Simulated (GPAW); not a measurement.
Write a Python script for GPAW 26.7.0 that does the following.

```
Task                : single point
Functional          : PBE
Potentials or basis : GPAW PAW data sets (gpaw-data 1.2.1)
Cutoff              : 600 eV
Basis               : pw
k mesh              : 3 × 3 × 6
Occupations         : fermi-dirac, width 0.05 eV
Spin                : no spin polarisation
Maxiter             : 150
```

The structure of K lies in POSCAR:

```
K
1.0
   10.0796055900      0.0000000000      0.0000000000
    0.0000000000     10.0796055900      0.0000000000
    0.0000000000      0.0000000000      4.3245983300
K
1
Direct
    0.0000000000      0.0000000000      0.0000000000
```

This isn't the form of K at room conditions, which is bcc.

One way to write it, as run:

run.py

```python
from ase.io import read
from gpaw import PW
from gpaw.dft import DFT

atoms = read('POSCAR')

dft = DFT(atoms,
          mode=PW(600),
          xc='PBE',
          kpts={'size': (3, 3, 6), 'gamma': True},
          occupations={'name': 'fermi-dirac', 'width': 0.05},
          nbands=11,
          convergence={'density': 1e-05, 'energy': 1e-05},
          maxiter=150,
          txt='gpaw.txt')
print(f'Energy: {dft.calculate_energy():.6f} eV')
print('Forces (eV/A):')
print(dft.calculate_forces().round(4))
print('Stress (eV/A^3):', dft.calculate_stress().round(6))
dft.write_gpw_file('gs.gpw')
```

Potentials or basis: GPAW PAW data sets (gpaw-data 1.2.1), pw.

Run with:

```console
$ OMP_NUM_THREADS=1 python run.py
```

It gave:

The pressure is 0.0 GPa. The band gap on the k mesh is none (metal or under the smearing width).

It took 25 s on 1 thread of Arm Neoverse V1, on a shared host, peak memory 0.34 GiB.
